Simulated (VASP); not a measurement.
ZnS: single point with revPBE+D4

**The experiment to reproduce.**

From a printed reference work, monograph, for a bulk crystal of ZnS at 4 K: band gap 3.911 eV (direct).

The system is ZnS.

```
CELL_PARAMETERS angstrom
3.78071 0.00000 0.00000
-1.89036 3.27419 0.00000
0.00000 0.00000 6.21780
ATOMIC_POSITIONS crystal
Zn 0.66667 0.33333 0.50573
Zn 0.33333 0.66667 0.00573
S 0.66667 0.33333 0.87927
S 0.33333 0.66667 0.37927
```

```
Program             : VASP 6.6.1
Task                : single point
Functional          : revPBE
Dispersion          : D4
Potentials or basis : VASP PAW PBE potentials, release 64 (Zn, S)
Cutoff              : 520 eV
k mesh              : 8 × 8 × 5
Occupations         : fermi-dirac, width 0.05 eV
Spin                : no spin polarisation
```

```json
{
 "Pressure": "0.2 GPa",
 "Largest force": "0.003 eV/Å",
 "Band gap on the k mesh": "2.41 eV",
 "Dispersion energy per atom": "-0.571 eV"
}
```

Forces in eV/Å, atoms in the order of the input:
```
Zn   0.000  0.000  0.003
Zn   0.000  0.000  0.003
S    0.000  0.000 -0.003
S    0.000  0.000 -0.003
```

Levels at points of the mesh, in eV from the valence-band top:
| k point | band 15 | band 16 | band 17 | band 18 | band 19 | band 20 | band 21 | band 22 |
| --- | --- | --- | --- | --- | --- | --- | --- | --- |
| (0.00, 0.00, 0.00) | -0.92 | -0.10 | 0.00 | 0.00 | 2.41 | 3.25 | 6.35 | 6.35 |
| (0.50, 0.00, 0.00) | -3.36 | -2.30 | -1.74 | -0.91 | 3.74 | 4.37 | 5.17 | 6.93 |

Run time: 50 s on 1 thread of Intel(R) Xeon(R) Platinum 8259CL CPU @ 2.50GHz (Skylake/Cascade Lake) (shared host), peak memory 0.21 GiB.

Measured gap of ZnS: 3.911 eV (direct; 4 K; a printed reference work, monograph). This calculation gives 2.41 eV (-1.50 eV). The value is that of revPBE+D4, without temperature or zero-point motion. Semilocal functionals fall short of measured gaps as a rule.

Caveat: the PAW data sets were made with another functional, which shifts forces and pressure a little.
